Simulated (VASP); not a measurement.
# P (P6_3/mmc) in VASP: further runs

The runs below take P through single point, with RPBE.

All numbers are computed with VASP 6.6.1; they aren't measurements. Logs are shortened: lines on timing, memory, paths and dates and some standing lists are left out, and cuts for length are marked.

## (1) Starting point

Symmetry: P6_3/mmc, No. 194, hexagonal system. The conventional cell has a = 3.307 Å, b = 3.307 Å, c = 3.243 Å, α = 90.00°, β = 90.00°, γ = 120.00°. P (site symmetry -6m2) has 6 P at 2.50 Å as nearest neighbours.

This isn't the form of P at room conditions, which is orthorhombic.

## (2) Single point, RPBE

Contents of INCAR:

```
  PREC = Accurate
  ENCUT = 520
  EDIFF = 1E-6
  ISMEAR = -1
  SIGMA = 0.1
  LREAL = F
  LASPH = T
  NELM = 100
  ALGO = Fast
  ISIF = 2
  LWAVE = F
  LCHARG = F
  GGA = RP
  NBANDS = 12
```

Contents of KPOINTS:

```
Automatic mesh
0
Gamma
  18 18 16
```

Contents of POSCAR:

```
P
1.0
    3.3069691695      0.0000000000      0.0000000000
   -1.6534845847      2.8639193103      0.0000000000
    0.0000000000      0.0000000000      3.2429662527
P
2
Direct
    0.3333333333      0.6666666667      0.2500000000
    0.6666666667      0.3333333333      0.7500000000
```

Potentials or basis: VASP PAW PBE potentials, release 64 (P).

Launch:

```
> cat potpaw_PBE.64/P/POTCAR > POTCAR
> mpirun -np 1 vasp_std > vasp.out
```

OUTCAR:

```text
PREC = Accurate
   ENCUT = 520
   EDIFF = 1E-6
   ISMEAR = -1
   LREAL = F
   LASPH = T
   NELM = 100
   ISIF = 2
   GGA = RP

 ion  position               nearest neighbor table
   1  0.333  0.667  0.250-   2 2.50   2 2.50   2 2.50   2 2.50   2 2.50   2 2.50
   2  0.667  0.333  0.750-   1 2.50   1 2.50   1 2.50   1 2.50   1 2.50   1 2.50

  LATTYP: Found a hexagonal cell.
 ALAT       =     3.3069691695
 C/A-ratio  =     0.9806460497

  Lattice vectors:

 A1 = (   3.3069691695,   0.0000000000,   0.0000000000)
 A2 = (  -1.6534845847,   2.8639193103,   0.0000000000)
 A3 = (   0.0000000000,   0.0000000000,   3.2429662527)

Analysis of symmetry for initial positions (statically):
=====================================================================
 Subroutine PRICEL returns:
 Original cell was already a primitive cell.

 Routine SETGRP: Setting up the symmetry group for a
 hexagonal supercell.

 Subroutine GETGRP returns: Found 24 space group operations
 (whereof 12 operations were pure point group operations)
 out of a pool of 24 trial point group operations.

The static configuration has the point symmetry D_3d.
 The point group associated with its full space group is D_6h.

Analysis of symmetry for dynamics (positions and initial velocities):
=====================================================================
 Subroutine PRICEL returns:
 Original cell was already a primitive cell.

 Routine SETGRP: Setting up the symmetry group for a
 hexagonal supercell.

 Subroutine GETGRP returns: Found 24 space group operations
 (whereof 12 operations were pure point group operations)
 out of a pool of 24 trial point group operations.

The dynamic configuration has the point symmetry D_3d.
 The point group associated with its full space group is D_6h.

 Subroutine INISYM returns: Found 24 space group operations
 (whereof 12 operations are pure point group operations),
 and found     1 'primitive' translations

----------------------------------------------------------------------------------------

                                     Primitive cell

  volume of cell :      30.7138

  direct lattice vectors                    reciprocal lattice vectors
     3.306969169  0.000000000  0.000000000     0.302391691  0.174585924  0.000000000
    -1.653484585  2.863919310  0.000000000     0.000000000  0.349171849  0.000000000
     0.000000000  0.000000000  3.242966253     0.000000000  0.000000000  0.308359669

  length of vectors
     3.306969169  3.306969169  3.242966253     0.349171849  0.349171849  0.308359669

  position of ions in fractional coordinates (direct lattice)
     0.333333333  0.666666667  0.250000000
     0.666666667  0.333333333  0.750000000

  ion indices of the primitive-cell ions
   primitive index   ion index
                 1           1
                 2           2

----------------------------------------------------------------------------------------

 KPOINTS: Automatic mesh

Automatic generation of k-mesh.
 Grid dimensions read from file:
 generate k-points for:   18   18   16

 Generating k-lattice:

  Cartesian coordinates                     Fractional coordinates (reciprocal lattice)
     0.016799538  0.009699218  0.000000000     0.055555556  0.000000000  0.000000000
     0.000000000  0.019398436  0.000000000     0.000000000  0.055555556  0.000000000
     0.000000000  0.000000000  0.019272479     0.000000000  0.000000000  0.062500000

  Length of vectors
     0.019398436  0.019398436  0.019272479

  Shift w.r.t. Gamma in fractional coordinates (k-lattice)
     0.000000000  0.000000000  0.000000000

 Subroutine IBZKPT returns following result:
 ===========================================

 Found    333 irreducible k-points:

 Following reciprocal coordinates:
            Coordinates               Weight
  0.000000  0.000000  0.000000      1.000000
  0.055556 -0.000000  0.000000      6.000000
  0.111111 -0.000000  0.000000      6.000000
  0.166667 -0.000000  0.000000      6.000000
  0.222222  0.000000  0.000000      6.000000
  0.277778  0.000000  0.000000      6.000000
[... 16 lines left out ...]
  0.333333  0.111111  0.000000     12.000000
  0.388889  0.111111  0.000000     12.000000
 [... further k-points ...]
   k-points           NKPTS =    333   k-points in BZ     NKDIM =    333   number of bands    NBANDS=     12
   number of dos      NEDOS =    301   number of ions     NIONS =      2
   total plane-waves  NPLWV =  18816
   dimension x,y,z NGX =    28 NGY =   28 NGZ =   24
   dimension x,y,z NGXF=    56 NGYF=   56 NGZF=   48
   ions per type =               2
   NGX,Y,Z   is equivalent  to a cutoff of  14.08, 14.08, 12.30 a.u.
   NGXF,Y,Z  is equivalent  to a cutoff of  28.15, 28.15, 24.61 a.u.
 SYSTEM =  unknown system
   PREC   = accura    normal or accurate (medium, high low for compatibility)
   ISTART =      0    job   : 0-new  1-cont  2-samecut
   ICHARG =      2    charge: 1-file 2-atom 10-const
   ISPIN  =      1    spin polarized calculation?
   LNONCOLLINEAR =      F non collinear calculations
   LSORBIT =      F    spin-orbit coupling
   LASPH  =      T    aspherical Exc in radial PAW
   ENCUT  =  520.0 eV  38.22 Ry    6.18 a.u.   6.15  6.15  6.03*2*pi/ulx,y,z
   NELM   =    100;   NELMIN=  2; NELMDL= -5     # of ELM steps
   EDIFF  = 0.1E-05   stopping-criterion for ELM
   LREAL  =      F    real-space projection
   EDIFFG = 0.1E-04   stopping-criterion for IOM
   NSW    =      0    number of steps for IOM
   IBRION =     -1    ionic relax: 0-MD 1-quasi-New 2-CG
   NFREE  =      0    steps in history (QN), initial steepest desc. (CG)
   ISIF   =      2    stress and relaxation
   ISYM   =      2    0-nonsym 1-usesym 2-fastsym
   POTIM  = 0.5000    time-step for ionic-motion
   TEBEG  =    0.0;   TEEND  =   0.0 temperature during run
   PSTRESS=    0.0 pullay stress
   NELECT =      10.0000    total number of electrons
   NUPDOWN=      -1.0000    fix difference up-down
   EMIN   =  10.00;   EMAX   =-10.00  energy-range for DOS
   EFERMI =   0.00;   METHOD = LEGACY
   ISMEAR =    -1;   SIGMA  =   0.10  broadening in eV -4-tet -1-fermi 0-gaus
   EFERMI_NEDOS =   21; number of points for ismear=-14 and -15
   IALGO  =     68    algorithm
   IMIX   =      4    mixing-type and parameters
     AMIX     =   0.40;   BMIX     =  1.00
     AMIX_MAG =   1.60;   BMIX_MAG =  1.00
  volume/ion in A,a.u.               =      15.36       103.63
  Fermi-wavevector in a.u.,A,eV,Ry     =   1.126239  2.128282 17.257810  1.268413
  Thomas-Fermi vector in A             =   2.262919
   LORBIT       =      0    0 simple, 1 ext, 2 COOP (PROOUT), +10 PAW based schemes
   GGA     = RP    functional components
   LHFCALC =     F    Hartree Fock is set to
   AEXX    =    0.0000 exact exchange contribution
   IVDW    =     0    specifies the selected vdW correction
   LEPSILON=     F    determine dielectric tensor
   LRPA    =     F    only Hartree local field effects (RPA)
 non-spin polarized calculation
 RMM-DIIS sequential band-by-band and
  energy-cutoff  :      520.00
  volume of cell :       30.71
 maximum number of plane-waves:       848
 NGX is ok and might be reduce to    28
   NGX = 13   NGY = 13   NGZ = 13

 number of electron      10.0000000 magnetization

 number of electron       9.9999998 magnetization

 Free energy of the ion-electron system (eV)
  ---------------------------------------------------
  ext. energy  EPLUGINS =         0.00000000
  ---------------------------------------------------
  free energy    TOTEN  =        -9.20625435 eV

  energy without entropy =       -9.17953925  energy(sigma->0) =       -9.19289680

 E-fermi :   9.0753     XC(G=0): -11.0427

 val. band max:        9.0732618463   @ k =   0.1111  -0.0000   0.4375
 cond. band min:       9.0785684890   @ k =   0.3333   0.3333   0.0000
 fundamental gap:      0.0053066428
 Fermi energy:         9.0753000076

 k-point     1 :       0.0000    0.0000    0.0000
  band No.  band energies     occupation
      1      -7.0482      2.00000
      2       5.1412      2.00000
      3       5.5680      2.00000
      4       7.3214      2.00000
      5       7.3214      2.00000
      6      11.2607      0.00000
      7      11.2607      0.00000
      8      11.8543      0.00000
      9      17.0208      0.00000
     10      17.7987      0.00000
     11      20.4840      0.00000
     12      20.4882      0.00000

 k-point     2 :       0.0556   -0.0000    0.0000
  band No.  band energies     occupation
      1      -6.9987      2.00000
      2       5.1855      2.00000
      3       5.3025      2.00000
      4       7.1940      2.00000
      5       7.2805      2.00000
      6      11.1838      0.00000
      7      11.4544      0.00000
      8      12.1490      0.00000
      9      16.6766      0.00000
     10      17.9795      0.00000
     11      20.3820      0.00000
     12      20.7789      0.00000

 k-point     3 :       0.1111   -0.0000    0.0000
  band No.  band energies     occupation
      1      -6.8507      2.00000
      2       4.5748      2.00000
      3       5.3181      2.00000
      4       6.8776      2.00000
      5       7.2625      2.00000
      6      10.9123      0.00000
      7      11.9634      0.00000
      8      12.9646      0.00000
      9      15.8790      0.00000
     10      18.2283      0.00000
     11      20.0959      0.00000
     12      20.7904      0.00000
[... 286 lines left out ...]
 k-point    23 :       0.3333    0.1111    0.0000
  band No.  band energies     occupation
      1      -4.6220      2.00000
      2      -0.6851      2.00000
      3       4.0834      2.00000
      4       7.2739      2.00000
      5       8.5718      1.98708
      6      11.0092      0.00000
      7      11.2003      0.00000
      8      13.8761      0.00000
      9      14.7519      0.00000
     10      17.4572      0.00000
     11      18.3945      0.00000
     12      22.4711      0.00000

 k-point    24 :       0.3889    0.1111    0.0000
  band No.  band energies     occupation
      1      -4.0741      2.00000
      2      -1.4602      2.00000
      3       3.9172      2.00000
      4       7.7222      2.00000
      5       8.6615      1.96859
      6      10.3627      0.00001
      7      11.5589      0.00000
      8      13.1569      0.00000
      9      14.9504      0.00000
     10      17.2797      0.00000
     11      19.4873      0.00000
     12      22.0045      0.00000

 [... further k-points ...]

------------------------ aborting loop because EDIFF is reached ----------------------------------------

  FORCE on cell =-STRESS in cart. coord.  units (eV):
  Direction    XX          YY          ZZ          XY          YZ          ZX
  --------------------------------------------------------------------------------------
  -------------------------------------------------------------------------------------
  Total        0.0587415      0.0587415     -0.2497774      0.0000000     -0.0000000     -0.0000000
  in kB        3.0642351      3.0642351    -13.0295790      0.0000000     -0.0000000     -0.0000000
  external PRESSURE =      -2.3003696 kB  Pullay stress =       0.0000000 kB

 VOLUME and BASIS-vectors are now :
 -----------------------------------------------------------------------------
  energy-cutoff  :      520.00
  volume of cell :       30.71
      direct lattice vectors                 reciprocal lattice vectors
     3.306969169  0.000000000  0.000000000     0.302391691  0.174585924  0.000000000
    -1.653484585  2.863919310  0.000000000     0.000000000  0.349171849  0.000000000
     0.000000000  0.000000000  3.242966253     0.000000000  0.000000000  0.308359669

 POSITION                                       TOTAL-FORCE (eV/Angst)
 -----------------------------------------------------------------------------------
     -0.00000      1.90928      0.81074        -0.000000     -0.000000      0.000000
      1.65348      0.95464      2.43222         0.000000      0.000000      0.000000
 -----------------------------------------------------------------------------------
    total drift:                               -0.000000      0.000000     -0.000000

  FREE ENERGIE OF THE ION-ELECTRON SYSTEM (eV)
  ---------------------------------------------------
  free  energy   TOTEN  =        -9.2062543455 eV

  energy  without entropy=       -9.1795392496  energy(sigma->0) =       -9.19289680
```

It took 56 s on 1 thread of Intel Xeon Platinum 8375C at 2.90GHz (Ice Lake), shared host; peak memory 0.21 GiB.

What came out:

```
Free energy            : -9.2063 eV
Pressure               : -0.2 GPa
Band gap on the k mesh : none (metal or under the smearing width)
```

Stress tensor (GPa, compression positive):
```
 0.31  0.00  0.00
 0.00  0.31  0.00
 0.00  0.00 -1.30
```

Caveat: the PAW data sets were made with another functional, which shifts forces and pressure a little.

## (3) Single point, RPBE

This run uses another cell than the first one, of 13.51 Å³/atom, 0.880 times its volume.

Contents of INCAR:

```
SYSTEM = P
ALGO = Fast
EDIFF = 1E-7
ENCUT = 520
GGA = RP
ISIF = 2
ISMEAR = -1
LASPH = .TRUE.
LCHARG = .FALSE.
LREAL = .FALSE.
LWAVE = .FALSE.
NBANDS = 12
NELM = 100
PREC = Accurate
SIGMA = 0.1
```

Contents of KPOINTS:

```
k-points
0
G
  12 12 11
  0 0 0
```

Contents of POSCAR:

```
P
1.0
    3.1690155491      0.0000000000      0.0000000000
   -1.5845077745      2.7444479705      0.0000000000
    0.0000000000      0.0000000000      3.1076825798
P
2
Direct
    0.3333333333      0.6666666667      0.2500000000
    0.6666666667      0.3333333333      0.7500000000
```

Potentials or basis: VASP PAW PBE potentials, release 64 (P).

Launch:

```
> cat potpaw_PBE.64/P/POTCAR > POTCAR
> mpirun -np 1 vasp_std > vasp.out
```

Wall time 14 s (1 thread of Intel Xeon Platinum 8375C at 2.90GHz (Ice Lake), shared host); peak memory 0.14 GiB.

It converged, with:

```yaml
Free_energy: -9.0636 eV
Pressure: 13.8 GPa
Band_gap_on_the_k_mesh: none (metal or under the smearing width)
```

Stress tensor (GPa, compression positive):
```
12.66  0.00  0.00
 0.00 12.66  0.00
 0.00  0.00 16.22
```

Levels at points of the mesh, in eV from the Fermi level:
| k point | band 1 | band 2 | band 3 | band 4 | band 5 | band 6 | band 7 | band 8 | band 9 | band 10 |
| --- | --- | --- | --- | --- | --- | --- | --- | --- | --- | --- |
| (0.00, 0.00, 0.00) | -17.56 | -4.47 | -2.66 | -2.01 | -2.01 | 2.11 | 2.11 | 2.28 | 8.75 | 9.26 |
| (0.50, 0.00, 0.00) | -14.03 | -11.88 | -4.57 | -1.54 | -1.50 | 0.98 | 2.83 | 3.14 | 7.38 | 9.24 |

Caveat: the PAW data sets were made with another functional, which shifts forces and pressure a little.

## (4) Single point, RPBE

This run uses another cell than the first one, of 15.97 Å³/atom, 1.040 times its volume.

Contents of INCAR:

```
SYSTEM = P
  ALGO = Fast
  EDIFF = 1E-7
  ENCUT = 520
  GGA = RP
  ISIF = 2
  ISMEAR = -1
  LASPH = .True.
  LCHARG = .True.
  LELF = .True.
  LREAL = .False.
  LVHAR = .True.
  LWAVE = .False.
  NBANDS = 12
  NELM = 100
  PREC = Accurate
  SIGMA = 0.1
```

Contents of KPOINTS:

```
k-points
0
Gamma
  12 12 11
  0 0 0
```

Contents of POSCAR:

```
P
1.0
    3.3504869122      0.0000000000      0.0000000000
   -1.6752434561      2.9016067810      0.0000000000
    0.0000000000      0.0000000000      3.2856417552
P
2
Direct
    0.3333333333      0.6666666667      0.2500000000
    0.6666666667      0.3333333333      0.7500000000
```

Launch:

```
> cat potpaw_PBE.64/P/POTCAR > POTCAR
> mpirun -np 1 vasp_std > vasp.out
```

Run time: 26 s. Hardware: 1 thread of Intel Xeon Platinum 8375C at 2.90GHz (Ice Lake), shared host; peak memory 0.16 GiB.

Results (log left out):

```
Free energy            : -9.1900 eV
Pressure               : -3.4 GPa
Band gap on the k mesh : none (metal or under the smearing width)
```

Stress tensor (GPa, compression positive):
```
-2.79  0.00  0.00
 0.00 -2.79  0.00
 0.00  0.00 -4.66
```

Levels at points of the mesh, in eV from the Fermi level:
```
           k point  band 1  band 2  band 3  band 4  band 5  band 6  band 7  band 8  band 9  band 10
(0.00, 0.00, 0.00)  -15.71   -3.77   -3.76   -1.67   -1.67    2.20    2.20    2.95    7.58     8.71
(0.50, 0.00, 0.00)  -12.73  -10.63   -3.82   -1.71   -1.21    1.12    2.62    3.32    6.08     9.27
```

Caveat: the PAW data sets were made with another functional, which shifts forces and pressure a little.

## (5) Summary

| cell | k mesh | further INCAR settings | gap on the mesh (eV) | pressure (GPa) |
| --- | --- | --- | --- | --- |
| P6_3/mmc, 15.36 Å³/atom | 18 × 18 × 16 | ALGO = Fast; EDIFF = 1e-06; NBANDS = 12 | none | -0.2 |
| P6_3/mmc, 13.51 Å³/atom | 12 × 12 × 11 | ALGO = Fast; EDIFF = 1e-07; NBANDS = 12 | none | 13.8 |
| P6_3/mmc, 15.97 Å³/atom | 12 × 12 × 11 | ALGO = Fast; EDIFF = 1e-07; NBANDS = 12 | none | -3.4 |

Alike in all rows: task single point; level RPBE; potentials or basis VASP PAW PBE potentials, release 64 (P); no spin polarisation; cutoff (eV) 520; smearing fermi-dirac 0.1 eV.

Every run on the cell as given and a fine mesh finds a metal.

Caveats: the PAW data sets were made with another functional, which shifts forces and pressure a little.

Total energies depend on the potentials used, so only differences within one code and one set of settings carry meaning.
